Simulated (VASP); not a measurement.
A run of VASP 6.6.1 is set up as follows.

Contents of INCAR:

```
ALGO = Normal
EDIFF = 1E-7
ENCUT = 520
GGA = PE
ISIF = 2
ISMEAR = -1
LASPH = True
LCHARG = False
LREAL = False
LWAVE = False
NBANDS = 17
NELM = 100
PREC = Accurate
SIGMA = 0.02
```

KPOINTS

```
k-points
0
Gamma
  8 8 8
```

POSCAR

```
TePb
1.0
    0.0000000000      3.2678555508      3.2678555508
    3.2678555508      0.0000000000      3.2678555508
    3.2678555508      3.2678555508      0.0000000000
Te Pb
1 1
Direct
    0.5000000000      0.5000000000      0.5000000000
    0.0000000000      0.0000000000      0.0000000000
```

Potentials or basis: VASP PAW PBE potentials, release 64 (Te, Pb_d).

Run with:

```bash
$ cat potpaw_PBE.64/Te/POTCAR potpaw_PBE.64/Pb_d/POTCAR > POTCAR
$ mpirun -np 1 vasp_std > vasp.out
```

Q: Predict the pressure.

A: 0.6 GPa.

Q: What does it give for the band gap on the k mesh?

A: 0.80 eV, direct.

Caveat: spin-orbit coupling is left out, which moves the levels of the heavy elements.

**The experiment to reproduce.**

A printed reference work, monograph reports, for a bulk crystal of TePb at 4.2 K: band gap 0.19 eV (direct).

Against the measured gap of TePb, 0.19 eV (direct; 4.2 K; a printed reference work, monograph), the calculated 0.80 eV is off by +0.61 eV. Spin-orbit coupling on Pb, Te is left out. The value is that of PBE on a finite k mesh, which can miss the band edges, without temperature or zero-point motion.
